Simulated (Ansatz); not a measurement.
EuO (rocksalt structure)

Computed with Ansatz (plane waves, PAW): PBE+U, U_eff = 6.0 eV (Dudarev form) on Eu f, fully localised double counting, collinear spin, scalar-relativistic, 420 eV, PAW set soft_2, 6×6×6 mesh, Gaussian smearing of 0.05 eV.

```
Eu O
1.0
     0.00000    2.57195    2.57195
     2.57195    0.00000    2.57195
     2.57195    2.57195    0.00000
Eu O
1 1
Cartesian
  2.5720 2.5720 2.5720
  0.0000 0.0000 0.0000
```

The structure type is one reported for this compound, at the reported volume.

Cell and atoms stay fixed. Atoms count from 1 in the text and from 0 in parts of the program's output.

Two runs on this cell converged from different starts. The ends of their outputs, energies left out (λ are the eigenvalues of a shell's occupation matrix):

Run A:

```
Magnetization: 3.0296 μB (13.0148 up, 9.9852 down)
Absolute magnetization: 3.7894 μB (∫|ρ↑−ρ↓|, with the PAW one-centre terms)
Per-site moments (μB) at R_I (Å): [(2.98602, 1.06093), (-0.02606, 1.06093)]
Entropy (-TS):   -0.000604 eV (-0.302 meV/atom)
Fermi energy:    13.702363 eV
--- Forces (eV/Å), atoms counted from 1 ---
  atom   1  Eu     0.00000000     0.00000000     0.00000000
  atom   2  O      0.00000000     0.00000000     0.00000000
--- Stress (GPa, compression-positive) ---
       -1.136007       0.000000       0.000000
        0.000000      -0.395368       0.000000
        0.000000       0.000000      -0.394867
  P = ⅓ Tr σ = -0.6421 GPa (-6.421 kbar)
--- Löwdin populations: 2 sites ---
  site symbol       q [e]    m [muB]
     0     Eu     16.4170     3.0589
     1      O      6.5514    -0.0299
--- Occupation matrices: 1 shell (run DFT+U table (all-electron-ortho-atomic); ε = 1.02e-2) ---
  Eu0 f_4F up     Tr n = 4.9756  λ = 0.000 0.006 0.990 0.990 0.996 0.996 0.996
  Eu0 f_4F dn     Tr n = 1.9343  λ = 0.002 0.002 0.002 0.006 0.006 0.952 0.965
```

Run B:

```
Magnetization: 7.0000 μB (15.0000 up, 8.0000 down)
Absolute magnetization: 7.1923 μB (∫|ρ↑−ρ↓|, with the PAW one-centre terms)
Per-site moments (μB) at R_I (Å): [(6.75460, 1.06093), (-0.08315, 1.06093)]
Entropy (-TS):    0.000000 eV ( 0.000 meV/atom)
Fermi energy:    12.825211 eV
--- Forces (eV/Å), atoms counted from 1 ---
  atom   1  Eu     0.00000000     0.00000000     0.00000000
  atom   2  O      0.00000000     0.00000000     0.00000000
--- Stress (GPa, compression-positive) ---
        1.773258       0.000185       0.000000
        0.000186       1.773725       0.000000
        0.000000       0.000000       1.773012
  P = ⅓ Tr σ = 1.7733 GPa (17.733 kbar)
--- Löwdin populations: 2 sites ---
  site symbol       q [e]    m [muB]
     0     Eu     16.4067     7.0965
     1      O      6.5615    -0.1002
--- Occupation matrices: 1 shell (run DFT+U table (all-electron-ortho-atomic); ε = 2.99e-3) ---
  Eu0 f_4F up     Tr n = 6.9481  λ = 0.990 0.991 0.991 0.991 0.995 0.995 0.995
  Eu0 f_4F dn     Tr n = 0.0202  λ = 0.000 0.002 0.002 0.002 0.005 0.005 0.005
```

**Question.** Which run lies higher in energy, by how much, and why?

**Answer.** Run A, by 2081.5 meV/atom. Run A has no gap on the mesh (a metal); run B has a gap of 0.29 eV. Run A kept 8 symmetry operations, run B 4. Flag on run A: mesh too coarse for this metal. On Eu1, N↑ − N↓ is 3.04 in size in run A against 6.93 in run B: with fewer parallel spins, run A lacks part of the exchange energy behind Hund's first rule. With J = 0 the Hubbard energy is (U/2) Σ λ(1 − λ), a penalty on fractional natural occupations. The sums Σ λ(1 − λ) over the cell's shells are 0.07 for run B and 0.13 for run A, which at U/2 = 3.00 eV give 0.21 and 0.40 eV per cell. Of the difference of 4.16 eV per cell, the Hubbard term gives 0.19 eV and all other terms 3.98 eV, so the Hubbard term itself makes little of it, though U shapes both states. The other terms are taken on each state's own density, so they aren't the result of a run without U.

With one Eu ion in the cell, Eu moments can't oppose each other.

In the lower state the fixed cell carries a pressure of 1.8 GPa (the cell is smaller than this level of theory would relax to); relaxing would change energies and could change the order of close states.

Run A started from: random orbitals: single harmonics, lower spin (5+2 electrons), moments Eu1 3.00 μB, occupations held for 12 iterations. Run B started from: random orbitals: pairs of harmonics, lower spin (6+1 electrons), moments Eu1 5.00 μB, occupations held until the density converged. At this level the cell was started in 7 ways. Run B holds the lowest state found for this cell, which doesn't make it the ground state. In the lowest free state the Eu 4f shell holds 6.97 electrons, the count of the divalent ion that the formula's charges ask for. For metallic states the mesh is coarse, so energy differences carry some meV/atom. Spin–orbit coupling is left out. U wasn't fitted or computed for this material, so the results show what this U gives and needn't match the real solid. Where a metal has almost no states within the smearing of the Fermi level on this mesh, its moment and stress follow whole counts of k-points and would move on a finer mesh. Gaps are Kohn–Sham gaps over the k-mesh alone and may be smaller between its points.
